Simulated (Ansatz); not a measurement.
# Relaxation of MgI₂

All numbers below come from Ansatz, DFT PBE, scalar-relativistic, plane waves, PAW. Run with 420 eV cutoff, 6×6×4 k-mesh, Gaussian smearing of 0.02 eV, no spin polarisation.

What was changed: relaxed at 12 GPa.

Command:

```bash
ansatz run input.yaml --threads 1 --pin off --max-ram 2560MiB --backend cpu --events-out ev --progress --plain --runs-dir out
```

Input:

```yaml
crystal:
  lattice:
    - [3.9323601135, 0.0, 0.0]
    - [-1.9661800567, 3.4055237551, 0.0]
    - [0.0, 0.0, 6.3323888826]
  atoms:
    - { symbol: Mg, position: [0.0, 0.0, 0.0] }
    - { symbol: I, position: [0.3333333333, 0.6666666667, 0.7428028199] }
    - { symbol: I, position: [0.6666666667, 0.3333333333, 0.2571971801] }
basis:
  ecutwfc: 420
kpoints:
  mp_grid: { grid: [6, 6, 4] }
hamiltonian:
  xc: pbe
scf:
  occupations: { method: gaussian, width: 0.02 }
output:
  forces: true
  stress: true
  eigenvalues: true
relax:
  adjacent_minimum: "off"
  f_tol: 0.008
  max_steps: 50
  cell: { stress_tol: 0.08, p_target: 12.0 }
```

F is the free energy. Steps run on the plane waves of an earlier cell, but the last one, and at times one on the way, on a freshly chosen basis, so a repeated geometry can differ a little in energy. The relaxation lowers the enthalpy F + PV at the target pressure, so F itself can rise.

At step 2 F + PV rises: a step can overshoot before the optimiser corrects it.

Steps:

| step | F − F(1) (eV) | largest force component (eV/Å) | V (Å³/atom) | P (GPa) |
| --- | --- | --- | --- | --- |
| 1 | 0.0000 | 0.412 | 28.267 | 8.33 |
| 2 | 0.7775 | 1.179 | 24.960 | 14.55 |
| 3 | 0.2307 | 0.008 | 26.770 | 10.55 |
| 4 | 0.3432 | 0.106 | 26.238 | 11.73 |
| 5 | 0.3519 | 0.007 | 26.194 | 12.02 |
| 6 | 0.3526 | 0.007 | 26.194 | 12.02 |

Relaxed structure:

```cif
data_structure
_symmetry_space_group_name_H-M 'P 1'
_symmetry_Int_Tables_number 1
_cell_length_a 3.8395
_cell_length_b 3.8395
_cell_length_c 6.1552
_cell_angle_alpha 90.000
_cell_angle_beta 90.000
_cell_angle_gamma 120.000
_cell_volume 78.58
loop_
_atom_site_label
_atom_site_type_symbol
_atom_site_fract_x
_atom_site_fract_y
_atom_site_fract_z
_atom_site_occupancy
Mg1 Mg 0.00000 0.00000 0.00000 1
I1 I 0.33333 0.66667 0.72952 1
I2 I 0.66667 0.33333 0.27048 1
```

The structure is trigonal, space group P-3m1 (No. 164). Conventional cell: a = 3.840 Å, b = 3.840 Å, c = 6.155 Å, α = 90.00°, β = 90.00°, γ = 120.00°. Mg (site symmetry -3m) has 6 I at 2.77 Å as nearest neighbours. I (site symmetry 3m) has 3 Mg at 2.77 Å as nearest neighbours.

The run converged. The run took 23 s on 1 thread of Arm Neoverse V1, with other jobs on the host, peak memory 0.36 GiB.